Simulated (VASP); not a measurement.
# Si in VASP: one cell, several levels of theory, part 2 of 2

VASP 6.6.1, plane waves, PAW.

## (3) Single point with r2SCAN

Contents of INCAR:

```
ENCUT = 520.000000
SIGMA = 0.010000
EDIFF = 1.00e-07
ALGO = Normal
METAGGA = R2SCAN
PREC = Accurate
IBRION = -1
ISIF = 2
ISMEAR = 0
NBANDS = 11
NELM = 120
NSW = 0
LASPH = .TRUE.
LCHARG = .FALSE.
LWAVE = .FALSE.
LREAL = .FALSE.
```

Contents of KPOINTS:

```
KPOINTS created by Atomic Simulation Environment
0
Gamma
8 8 8
0 0 0
```

Contents of KPOINTS_OPT:

```
special points
7
Reciprocal
0.0000000000 0.0000000000 0.0000000000 1
0.5000000000 0.0000000000 0.5000000000 1
0.6250000000 0.2500000000 0.6250000000 1
0.3750000000 0.3750000000 0.7500000000 1
0.5000000000 0.5000000000 0.5000000000 1
0.5000000000 0.2500000000 0.7500000000 1
0.0000000000 0.5000000000 0.5000000000 1
```

Contents of POSCAR:

```
Si
 1.0000000000000000
    -0.1232188892000000    2.7350059511999998    2.7350059511999998
     2.7350059511999998   -0.1232188892000000    2.7350059511999998
     2.7350059511999998    2.7350059511999998   -0.1232188892000000
 Si
   2
Cartesian
 -0.0131897805859840 -0.0131897805859840 -0.0131897805859840
  1.3498880338859838  1.3498880338859838  1.3498880338859840
```

Command:

```console
$ mpirun -np 1 vasp_std
```

Standard output, without the iteration lines:

```text
POSCAR found type information on POSCAR Si
 POSCAR found :  1 types and       2 ions
 -----------------------------------------------------------------------------
|                                                                             |
|                                                                             |
|     You enforced a specific xc type in the INCAR file but a different       |
|     I HOPE YOU KNOW WHAT YOU ARE DOING!                                     |
|                                                                             |
 -----------------------------------------------------------------------------

 LDA part: xc-table for (None), standard interpolation
 POSCAR, INCAR and KPOINTS ok, starting setup
 FFT: planning ... GRIDC
 FFT: planning ... GRID_SOFT
 FFT: planning ... GRID
 WAVECAR not read
 entering main loop
 Start KPOINTS_OPT (optional k-point list driver)
k-point batch [1-7\7]
```

OSZICAR:

```text
N       E                     dE             d eps       ncg     rms          rms(c)
DAV:   1    -0.162334106818E+01   -0.16233E+01   -0.31620E+03  1430   0.567E+02
DAV:   2    -0.180222972741E+02   -0.16399E+02   -0.15532E+02  1838   0.837E+01
DAV:   3    -0.185964176596E+02   -0.57412E+00   -0.57215E+00  1826   0.131E+01
DAV:   4    -0.186011593227E+02   -0.47417E-02   -0.47410E-02  1733   0.147E+00
DAV:   5    -0.186012069836E+02   -0.47661E-04   -0.47660E-04  1783   0.138E-01    0.545E+00
DAV:   6    -0.174094640981E+02    0.11917E+01   -0.12383E-01  1595   0.207E+00    0.368E+00
DAV:   7    -0.174115803358E+02   -0.21162E-02   -0.13879E-01  1577   0.184E+00    0.293E-01
DAV:   8    -0.174106057132E+02    0.97462E-03   -0.86480E-03  1628   0.548E-01    0.380E-01
DAV:   9    -0.174107311593E+02   -0.12545E-03   -0.51815E-04  1768   0.158E-01    0.473E-02
DAV:  10    -0.174107383021E+02   -0.71428E-05   -0.30869E-05  1678   0.340E-02    0.435E-02
DAV:  11    -0.174107380752E+02    0.22687E-06   -0.44795E-06  1655   0.152E-02    0.409E-03
DAV:  12    -0.174107390102E+02   -0.93505E-06   -0.18251E-07  1741   0.280E-03    0.122E-03
DAV:  13    -0.174107392040E+02   -0.19374E-06   -0.47174E-08   961   0.124E-03    0.237E-04
DAV:  14    -0.174107391814E+02    0.22598E-07   -0.28293E-09   901   0.343E-04
   1 F= -.17410739E+02 E0= -.17410739E+02  d E =-.284638E-21
       N       E                     dE             ncg
DAV:   1     0.976349219067E+03   -0.14372E+04      154
DAV:   2     0.854971267959E+03   -0.12138E+03      189
DAV:   3     0.850101289766E+03   -0.48700E+01      222
DAV:   4     0.850068207837E+03   -0.33082E-01      178
DAV:   5     0.850067864730E+03   -0.34311E-03      203
DAV:   6     0.850067859730E+03   -0.50003E-05      191
DAV:   7     0.850067859660E+03   -0.69863E-07      211
```

OUTCAR, selected sections:

```text
k-points           NKPTS =     65   k-points in BZ     NKDIM =     65   number of bands    NBANDS=     11

   NELECT =       8.0000    total number of electrons

   dimension x,y,z NGX =    30 NGY =   30 NGZ =   30
   dimension x,y,z NGXF=    60 NGYF=   60 NGZF=   60

  energy-cutoff  :      520.00
  volume of cell :       43.68
      direct lattice vectors                 reciprocal lattice vectors
    -0.123218889  2.735005951  2.735005951    -0.170902338  0.178965169  0.178965169
     2.735005951 -0.123218889  2.735005951     0.178965169 -0.170902338  0.178965169
     2.735005951  2.735005951 -0.123218889     0.178965169  0.178965169 -0.170902338

 k-points in reciprocal lattice and weights: KPOINTS created by Atomic Simulation Env
   0.00000000  0.00000000  0.00000000       0.002
   0.12500000  0.00000000  0.00000000       0.012
   0.25000000  0.00000000  0.00000000       0.012
   0.37500000  0.00000000 -0.00000000       0.012
   0.50000000  0.00000000  0.00000000       0.006
   0.12500000  0.12500000  0.00000000       0.012
   0.25000000  0.12500000  0.00000000       0.023
   0.37500000  0.12500000  0.00000000       0.023
[... 57 more k-points ...]

 E-fermi :   5.2333

 k-point     1 :       0.0000    0.0000    0.0000
  band No.  band energies     occupation
      1      -7.0424      2.00000
      2       4.7550      2.00000
      3       4.7550      2.00000
      4       5.1715      2.00000
      5       7.1763      0.00000
      6       7.3724      0.00000
      7       7.3724      0.00000
      8       8.7892      0.00000
      9      13.0039      0.00000
     10      13.0039      0.00000
     11      13.2614      0.00000

 k-point     2 :       0.1250    0.0000    0.0000
  band No.  band energies     occupation
      1      -6.8499      2.00000
      2       3.1332      2.00000
      3       4.5175      2.00000
      4       4.8417      2.00000
      5       7.3536      0.00000
      6       7.7643      0.00000
      7       8.3264      0.00000
      8       9.5184      0.00000
      9      12.4991      0.00000
     10      12.6715      0.00000
     11      13.9686      0.00000

 k-point     3 :       0.2500    0.0000    0.0000
  band No.  band energies     occupation
      1      -6.2917      2.00000
      2       0.8561      2.00000
      3       4.1183      2.00000
      4       4.3661      2.00000
      5       7.0846      0.00000
      6       8.3543      0.00000
      7       8.8742      0.00000
      8      11.5224      0.00000
      9      12.2662      0.00000
     10      12.9841      0.00000
     11      14.3929      0.00000

 k-point     4 :       0.3750    0.0000   -0.0000
  band No.  band energies     occupation
      1      -5.4711      2.00000
      2      -1.0673      2.00000
      3       3.8377      2.00000
      4       4.0316      2.00000
      5       6.7634      0.00000
      6       8.4594      0.00000
      7       8.9225      0.00000
      8      13.0104      0.00000
      9      13.3575      0.00000
     10      13.9700      0.00000
     11      15.1159      0.00000

 k-point     5 :       0.5000    0.0000    0.0000
  band No.  band energies     occupation
      1      -4.9168      2.00000
      2      -1.9967      2.00000
      3       3.7417      2.00000
      4       3.9157      2.00000
      5       6.6402      0.00000
      6       8.3989      0.00000
      7       8.8588      0.00000
      8      13.2001      0.00000
      9      15.2925      0.00000
     10      15.5502      0.00000
     11      15.6691      0.00000

 k-point     6 :       0.1250    0.1250    0.0000
  band No.  band energies     occupation
      1      -6.7751      2.00000
      2       3.4249      2.00000
      3       3.9327      2.00000
      4       4.3445      2.00000
      5       7.0918      0.00000
      6       8.3669      0.00000
      7       8.5530      0.00000
      8       9.5889      0.00000
      9      11.7607      0.00000
     10      13.2994      0.00000
     11      14.3215      0.00000

 k-point     7 :       0.2500    0.1250    0.0000
  band No.  band energies     occupation
      1      -6.3250      2.00000
      2       1.4951      2.00000
      3       3.6169      2.00000
      4       3.9027      2.00000
      5       7.2675      0.00000
      6       8.3857      0.00000
      7       9.4631      0.00000
      8      10.0096      0.00000
      9      12.4021      0.00000
     10      13.6333      0.00000
     11      15.2824      0.00000

 k-point     8 :       0.3750    0.1250    0.0000
  band No.  band energies     occupation
      1      -5.5624      2.00000
      2      -0.4971      2.00000
      3       3.1651      2.00000
      4       3.5772      2.00000
      5       7.5113      0.00000
      6       8.5039      0.00000
      7       9.6729      0.00000
      8      10.3161      0.00000
      9      13.9818      0.00000
     10      14.9082      0.00000
     11      15.5553      0.00000

 k-point     9 :       0.5000    0.1250    0.0000
  band No.  band energies     occupation
      1      -4.8080      2.00000
      2      -1.8268      2.00000
      3       2.7363      2.00000
      4       3.5604      2.00000
      5       7.4506      0.00000
      6       8.6060      0.00000
      7       9.4441      0.00000
      8      11.9471      0.00000
      9      14.3053      0.00000
     10      15.5958      0.00000
     11      16.0749      0.00000

 k-point    10 :      -0.3750    0.1250    0.0000
  band No.  band energies     occupation
      1      -5.0495      2.00000
      2      -1.4476      2.00000
      3       2.5236      2.00000
      4       3.8168      2.00000
      5       7.5565      0.00000
      6       8.7863      0.00000
      7       9.2618      0.00000
      8      12.7770      0.00000
      9      13.8068      0.00000
     10      14.2453      0.00000
     11      16.0729      0.00000

 k-point    11 :      -0.2500    0.1250    0.0000
  band No.  band energies     occupation
      1      -5.8876      2.00000
      2       0.2084      2.00000
      3       2.6297      2.00000
      4       4.2635      2.00000
      5       7.7957      0.00000
      6       9.0027      0.00000
      7       9.0349      0.00000
      8      11.3804      0.00000
      9      12.2846      0.00000
     10      14.4940      0.00000
     11      15.0552      0.00000

 k-point    12 :      -0.1250    0.1250    0.0000
  band No.  band energies     occupation
      1      -6.5428      2.00000
      2       2.0683      2.00000
      3       3.2669      2.00000
      4       4.7146      2.00000
      5       7.7399      0.00000
      6       8.4776      0.00000
      7       8.8391      0.00000
      8      10.3292      0.00000
      9      11.8841      0.00000
     10      13.0216      0.00000
     11      14.7905      0.00000

 k-point    13 :       0.2500    0.2500    0.0000
  band No.  band energies     occupation
      1      -5.9830      2.00000
      2       1.2524      2.00000
      3       2.8334      2.00000
      4       3.3065      2.00000
      5       6.2856      0.00000
      6       8.3437      0.00000
      7      10.6755      0.00000
      8      10.6843      0.00000
      9      12.9306      0.00000
     10      14.2020      0.00000
     11      16.5852      0.00000

 k-point    14 :       0.3750    0.2500    0.0000
  band No.  band energies     occupation
      1      -5.3013      2.00000
      2      -0.1982      2.00000
      3       2.2311      2.00000
      4       2.9979      2.00000
      5       6.6002      0.00000
      6       7.9323      0.00000
      7      10.8343      0.00000
      8      11.4239      0.00000
      9      14.6032      0.00000
     10      15.6403      0.00000
     11      16.8068      0.00000

 k-point    15 :       0.5000    0.2500    0.0000
  band No.  band energies     occupation
      1      -4.4629      2.00000
      2      -1.5742      2.00000
      3       1.4977      2.00000
      4       2.9867      2.00000
      5       6.9823      0.00000
      6       9.1117      0.00000
      7      10.5444      0.00000
      8      11.3113      0.00000
      9      14.9650      0.00000
     10      16.2793      0.00000
     11      16.6703      0.00000

 k-point    16 :      -0.3750    0.2500    0.0000
  band No.  band energies     occupation
      1      -4.3577      2.00000
      2      -1.7262      2.00000
      3       1.0673      2.00000
      4       3.2683      2.00000
      5       7.2789      0.00000
      6      10.2533      0.00000
      7      11.0326      0.00000
      8      11.4114      0.00000
      9      12.7885      0.00000
     10      13.9286      0.00000
     11      17.7523      0.00000

[... the tables of k-points 17 to 65 left out ...]

  Total       -1.7948033     -1.7948033     -1.7948033      0.8766492      0.8766492      0.8766492
  in kB      -65.8326413    -65.8326413    -65.8326413     32.1551320     32.1551320     32.1551320
  external PRESSURE =     -65.8326413 kB  Pullay stress =       0.0000000 kB

 POSITION                                       TOTAL-FORCE (eV/Angst)
 -----------------------------------------------------------------------------------
      5.33360      5.33360      5.33360         0.002630      0.002630      0.002630
      1.34989      1.34989      1.34989        -0.002630     -0.002630     -0.002630
 -----------------------------------------------------------------------------------
    total drift:                               -0.000000      0.000000     -0.000000

  FREE ENERGIE OF THE ION-ELECTRON SYSTEM (eV)
  ---------------------------------------------------
  free  energy   TOTEN  =       -17.4107391814 eV

  energy  without entropy=      -17.4107391814  energy(sigma->0) =      -17.41073918
```

It took 1.9 min on 1 MPI rank of Intel Xeon Platinum 8488C, shared host; peak memory 0.17 GiB.

The levels at the points of KPOINTS_OPT are read from vasprun.xml.

Levels at the named points, in eV from the top of band v (v: the last filled band by count, c: the next):

| point | v−1 | v | c | c+1 |
| --- | --- | --- | --- | --- |
| Γ | -0.42 | 0.00 | 2.00 | 2.20 |
| X | -3.31 | -2.78 | 0.47 | 1.12 |
| U | -4.30 | -2.87 | 0.96 | 4.64 |
| K | -4.30 | -2.87 | 0.96 | 4.64 |
| L | -1.80 | -1.80 | 0.59 | 3.06 |
| W | -3.99 | -3.88 | 3.92 | 4.14 |

r2SCAN gives an indirect gap of 0.47 eV, from Γ to X; the least direct gap is 2.00 eV. The pressure is -6.58 GPa; the forces vanish within 0.01 eV/Å.

## (4) Results

This closing draws on all 2 parts.

| level | gap (eV) | pressure (GPa) |
| --- | --- | --- |
| PBE | 0.31 | -4.98 |
| r2SCAN | 0.47 | -6.58 |

What this shows: The gap spans 0.31 eV (PBE) to 0.47 eV (r2SCAN). The pressure is highest with PBE (-5.0 GPa) and lowest with r2SCAN (-6.6 GPa), which orders the cells that they would relax to.
